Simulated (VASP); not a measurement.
A run of VASP 6.6.1 is set up as follows.

INCAR

```
SYSTEM = TaN
ALGO = Fast
EDIFF = 1E-6
ENCUT = 520
GGA = CA
ISIF = 2
ISMEAR = -1
LASPH = .True.
LCHARG = .False.
LREAL = .False.
LWAVE = .False.
NBANDS = 15
NELM = 100
PREC = Accurate
SIGMA = 0.02
```

The input KPOINTS:

```
k-points
0
Gamma
  10 10 9
  0 0 0
```

File POSCAR:

```
TaN
1.0
    2.9067198898      0.0000000000      0.0000000000
   -1.4533599449      2.5172932663      0.0000000000
    0.0000000000      0.0000000000      2.8513612748
Ta N
1 1
Direct
    0.3333333333      0.6666666667      0.5000000000
    0.0000000000      0.0000000000      0.0000000000
```

Potentials or basis: VASP PAW LDA potentials, release 64 (Ta_pv, N).

Launch:

```bash
$ cat potpaw_LDA.64/Ta_pv/POTCAR potpaw_LDA.64/N/POTCAR > POTCAR
$ mpirun -np 1 vasp_std > vasp.out
```

Q: Predict the band gap on the k mesh.

A: None (metal or under the smearing width).

Q: What does it give for the pressure?

A: 2.0 GPa.

Stress tensor (GPa, compression positive):
```
1.93 0.00 0.00
0.00 1.93 0.00
0.00 0.00 2.16
```

Spin-orbit coupling is left out, which matters for the levels of Ta.
